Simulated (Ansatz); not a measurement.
Trial structure of Al4As, not yet relaxed:

```
Al As
1.0
    -2.16809    2.16809    5.40930
     2.16809   -2.16809    5.40930
     2.16809    2.16809   -5.40930
Al As
4 1
Direct
  0.75000 0.25000 0.50000
  0.25000 0.75000 0.50000
  0.39572 0.39572 0.00000
  0.60428 0.60428 0.00000
  0.00000 0.00000 0.00000
```

Computed with Ansatz 0.2.0, DFT PBE, scalar-relativistic, plane waves, PAW. Cutoff 420 eV; k points 6×6×6 on the computed 5-atom cell (Γ-centred); Gaussian smearing, width 0.10 eV; no spin polarisation.

Formation energies are uncorrected and refer to the elements' standard structures at the same level.

Question: Estimate its pressure, forces and energy as it stands.

Answer: The pressure is 0.2 GPa (the mean over three directions, positive in compression), the largest force is 1.90 eV/Å, and the energy is +0.41 eV/atom against the elements. The shortest distance is 2.26 Å.

Question: Is it a good guess?

Answer: A fair one: relaxing gains about 0.19 eV/atom (the start's value is from the coarse mesh, so the gain is rough) in 15 ionic steps and ends at +0.21 eV/atom on the finer mesh. The symmetry stays I4/mmm (No. 139). The volume per atom shrinks by 7.3 %, from 20.3 to 18.9 Å³. The shortest distance goes from 2.26 Å (Al–Al) to 2.59 Å (Al–Al). The ratio c/a of the conventional cell changes by a factor of 1.40. Conventional cell: a = 3.776 Å, c = 13.220 Å. Al on a site of symmetry -4m2 has 8 Al at 2.67–2.76 Å; Al on a site of symmetry 4mm is surrounded by 1 Al at 2.59 Å, 4 Al at 2.76 Å and 4 As at 2.97 Å; As is surrounded by 8 Al at 2.97 Å.

The last run used a 14×14×14 mesh for its 5-atom cell and Gaussian smearing of 0.10 eV. The cell is a metal run without spin; a magnetic state may lie lower. The reference form of As is held partly by dispersion forces, which this level lacks. The relaxation can't lower the symmetry of the start, and the grade says only how near the guess is to its own end. Symmetry constrained the relaxation, so the result can be a saddle point.
